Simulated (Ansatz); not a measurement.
Computed with DFT PBE, scalar-relativistic, plane waves, PAW in Ansatz 0.2.0. All cells share a 420 eV cutoff and Γ-centred k meshes spaced at most about 0.3 Å⁻¹ (about 0.25 or finer for metals, 2π included). No spin polarisation.

These are static total energies at zero pressure.

Question: Order these relaxed structures of Si₄C₃ by energy, lowest first, with the energy over the lowest of them.
1.

```
CELL_PARAMETERS angstrom
4.35725 0.00000 0.00000
0.00000 4.35725 0.00000
0.00000 0.00000 4.35725
ATOMIC_POSITIONS crystal
Si 0.25193 0.74807 0.25193
Si 0.74807 0.25193 0.25193
Si 0.25193 0.25193 0.74807
Si 0.74807 0.74807 0.74807
C 0.00000 0.00000 0.50000
C 0.50000 0.00000 0.00000
C 0.00000 0.50000 0.00000
```

2.

```
CELL_PARAMETERS angstrom
3.13765 0.00000 0.00000
-1.56882 2.71728 0.00000
0.00000 0.00000 18.80785
ATOMIC_POSITIONS crystal
Si 0.66667 0.33333 0.26447
Si 0.33333 0.66667 0.13068
Si 0.00000 0.00000 0.99728
Si 0.33333 0.66667 0.80056
Si 0.66667 0.33333 0.66596
Si 0.00000 0.00000 0.39812
Si 0.33333 0.66667 0.53174
Si 0.33333 0.66667 0.92652
C 0.33333 0.66667 0.23115
C 0.00000 0.00000 0.09792
C 0.66667 0.33333 0.76821
C 0.33333 0.66667 0.63328
C 0.66667 0.33333 0.36518
C 0.00000 0.00000 0.49922
```

3.

```
CELL_PARAMETERS angstrom
8.27907 0.00000 0.00000
-4.13954 7.16988 0.00000
0.00000 0.00000 2.99987
ATOMIC_POSITIONS crystal
Si 0.66667 0.33333 0.75000
Si 0.34038 0.38013 0.75000
Si 0.61987 0.96025 0.75000
Si 0.03975 0.65961 0.75000
Si 0.33333 0.66667 0.25000
Si 0.96025 0.34038 0.25000
Si 0.38013 0.03975 0.25000
Si 0.65961 0.61987 0.25000
C 0.40031 0.18818 0.75000
C 0.78787 0.59969 0.75000
C 0.81182 0.21213 0.75000
C 0.21213 0.40031 0.25000
C 0.18818 0.78787 0.25000
C 0.59969 0.81182 0.25000
```

Answer: 2 (0 meV/atom), 1 (280 meV/atom), 3 (347 meV/atom). Forms: cell 2 P3m1; cell 1 P-43m; cell 3 P6_3/m. Counting C atoms around Si (those within 1.25 times the shortest such distance or 1.15 times the sum of covalent radii, 1.27 where that leaves under three; the shortest distance is added where it exceeds 1.18 times the sum of covalent radii; a slash parts the counts of unlike sites): cell 2 has Si 1/3/4/6 from 3.5 Å; cell 1 has Si 3; cell 3 has Si 3. Cell 2 holds Si–Si nets (shortest 2.25 Å) (bonds between like non-metal atoms; other contacts aren't counted). All come from invented guesses.

Cells relaxed within their symmetry can be saddle points. Some candidate types were left out of the draw beforehand, so a known form may be missing.
